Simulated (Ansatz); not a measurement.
Crystal: Co.

```xyz
2
Lattice="2.4720 0.0000 0.0000 -1.2360 2.1408 0.0000 0.0000 0.0000 4.0211" Properties=species:S:1:pos:R:3 pbc="T T T"
Co    1.2360    0.7136    3.0159
Co    0.0000    1.4272    1.0053
```

```yaml
Program: Ansatz 0.2.0
Task: relaxation of cell and atoms
Functional: LDA
Potentials_or_basis: all-electron LAPW, scalar-relativistic
Basis_error_allowed: 0.001 eV/atom
k_mesh: 12 × 12 × 7
Occupations: fermi-dirac, width 0.05 eV
Spin: collinear spin, ferromagnetic start
Starting_moments: "[2.0, 2.0] μB"
```

At the start: volume 10.64 Å³/atom.

Question: How do energy, volume and symmetry change on relaxing?

Answer: Over 6 steps the energy falls by 32.9 meV/atom and the volume is 9.99 Å³/atom (-6.1 %); space group P6_3/mmc (No. 194, to 0.05 Å); moment 2.98 μB per cell.

Step by step:
| step | energy change (eV) | largest force (eV/Å) | volume (Å³) |
| --- | --- | --- | --- |
| 1 | 0.0000 | 0.0000 | 21.28 |
| 2 | -0.0511 | 0.0000 | 20.57 |
| 3 | -0.0652 | 0.0000 | 19.87 |
| 4 | -0.0657 | 0.0000 | 19.98 |
| 5 | -0.0657 | 0.0000 | 19.98 |
| 6 | -0.0657 | 0.0000 | 19.98 |

Final structure:
```
Co
1.0
     2.42701    0.00000    0.00000
    -1.21351    2.10186    0.00000
     0.00000    0.00000    3.91609
Co
2
Cartesian
  1.2135 0.7006 2.9371
  0.0000 1.4012 0.9790
```
